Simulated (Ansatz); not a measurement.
Set up this calculation in Ansatz 0.2.0, as the native input.

| Quantity | Value |
| --- | --- |
| Task | relaxation of cell and atoms |
| Functional | PBEsol |
| Potentials or basis | Ansatz PAW |
| Cutoff | 420 eV (not typed: the program's choice for these potentials) |
| k mesh | 10 × 10 × 10 |
| Occupations | fermi-dirac, width 0.05 eV |
| Spin | no spin polarisation |
| Hubbard terms | Ti d U = 6 eV |
| Hubbard projectors | ortho-atomic (the default) |
| Double counting | fll (the default) |

TiC:

```
Ti C
1.0
     3.04209    0.00000    0.00000
    -1.52104    2.63452    0.00000
     0.00000    0.00000    2.69797
Ti C
1 1
Direct
  0.00000 0.00000 0.50000
  0.33333 0.66667 0.00000
```

The cell was built by a generator and needn't be a form met in nature.

The input as run:

input.yaml

```yaml
crystal:
  lattice:
    - [3.04209, 0.0, 0.0]
    - [-1.52104, 2.63452, 0.0]
    - [0.0, 0.0, 2.69797]
  atoms:
    - { symbol: Ti, position: [0.0, 0.0, 0.5] }
    - { symbol: C, position: [0.33333, 0.66667, 0.0] }
hamiltonian:
  xc: pbesol
  pseudopotentials: { kind: paw }
  hubbard: { sites: [{ species: Ti, l: d, u_eff: 6.0 }] }
kpoints:
  mp_grid: { grid: [10, 10, 10] }
scf:
  occupations: { method: fermi_dirac, width: 0.05 }
output:
  forces: true
  stress: true
  eigenvalues: true
  write_density: true
  write_potential: true
  elf: true
  volumetric_format: npy
relax:
  f_tol: 0.01
  max_steps: 40
  cell: { stress_tol: 0.05 }
```

Potentials or basis: Ansatz PAW.

Command:

```sh
$ ansatz run input.yaml --threads 2 --pin off --max-ram 5632MiB --backend cpu --events-out ev --progress --plain --runs-dir out
```

Results of the run:

| Item | Value |
| --- | --- |
| Relaxed volume | 10.96 Å³/atom |
| Relaxed cell | a = 3.047 Å, b = 3.047 Å, c = 2.727 Å, α = 90.00°, β = 90.00°, γ = 120.00° |
| Space group after relaxing (to 0.05 Å) | P-6m2 (No. 187) |
| Energy gained by relaxing | 2.3 meV/atom |
| Ionic steps | 5 |
| Pressure after relaxing | 0.0 GPa |
| Band gap on the k mesh | none (metal or under the smearing width) |

Caveat: the plane-wave basis is chosen anew once the cell has moved, so the energies of steps on either side of that aren't comparable; U without spin polarisation on a metal has little footing; the PAW data sets come from PBE, with cores solved anew for the run's functional, which leaves a small shift of forces and pressure; the U is typed as a test and isn't derived for this compound.

Run time: 15 s on 2 threads of Intel(R) Xeon(R) Processor @ 2.70GHz, with other jobs on the host, peak memory 0.37 GiB.
